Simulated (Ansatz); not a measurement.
**Relaxing GaSb**

The calculation used DFT PBE, scalar-relativistic, plane waves, PAW (Ansatz). Run with 420 eV cutoff, 12×12×12 k-mesh, Gaussian smearing of 0.10 eV, no spin polarisation.

What was changed: relaxed at -1 GPa.

Command:

```bash
ansatz run input.yaml --threads 1 --pin off --max-ram 2560MiB --backend cpu --events-out ev --progress --plain --runs-dir out
```

Input:

```yaml
crystal:
  lattice:
    - [0.0, 3.1175431764, 3.1175431764]
    - [3.1175431764, 0.0, 3.1175431764]
    - [3.1175431764, 3.1175431764, 0.0]
  atoms:
    - { symbol: Ga, position: [0.0, 0.0, 0.0] }
    - { symbol: Sb, position: [0.75, 0.75, 0.75] }
basis:
  ecutwfc: 420
kpoints:
  mp_grid: { grid: [12, 12, 12] }
hamiltonian:
  xc: pbe
scf:
  occupations: { method: gaussian, width: 0.1 }
output:
  forces: true
  stress: true
  eigenvalues: true
relax:
  adjacent_minimum: "off"
  f_tol: 0.008
  max_steps: 50
  cell: { stress_tol: 0.08, p_target: -1.0 }
```

F is the free energy. Steps run on the plane waves of an earlier cell, but the last one, and at times one on the way, on a freshly chosen basis, so a repeated geometry can differ a little in energy. The relaxation lowers the enthalpy F + PV at the target pressure, so F itself can rise.

Steps:

```csv
step,F − F(1) (eV),largest force component (eV/Å),V (Å³/atom),P (GPa)
1,0.0000,0.000,30.300,-0.45
2,0.0054,0.000,30.818,-1.14
3,0.0039,0.000,30.711,-1.00
4,0.0038,0.000,30.711,-1.01
```

Relaxed structure:

```
CELL_PARAMETERS angstrom
0.00000 3.13159 3.13159
3.13159 0.00000 3.13159
3.13159 3.13159 0.00000
ATOMIC_POSITIONS crystal
Ga 0.00000 0.00000 0.00000
Sb 0.75000 0.75000 0.75000
```

The structure is cubic, space group F-43m (No. 216). The conventional cell has a = 6.263 Å, b = 6.263 Å, c = 6.263 Å, α = 90.00°, β = 90.00°, γ = 90.00°. Ga (site symmetry -43m) is surrounded by 4 Sb at 2.71 Å. Sb (site symmetry -43m) has 4 Ga at 2.71 Å as nearest neighbours.

The run converged. The run took 54 s on 1 thread of Intel(R) Xeon(R) Platinum 8259CL CPU @ 2.50GHz (Skylake/Cascade Lake) (shared host), peak memory 0.48 GiB.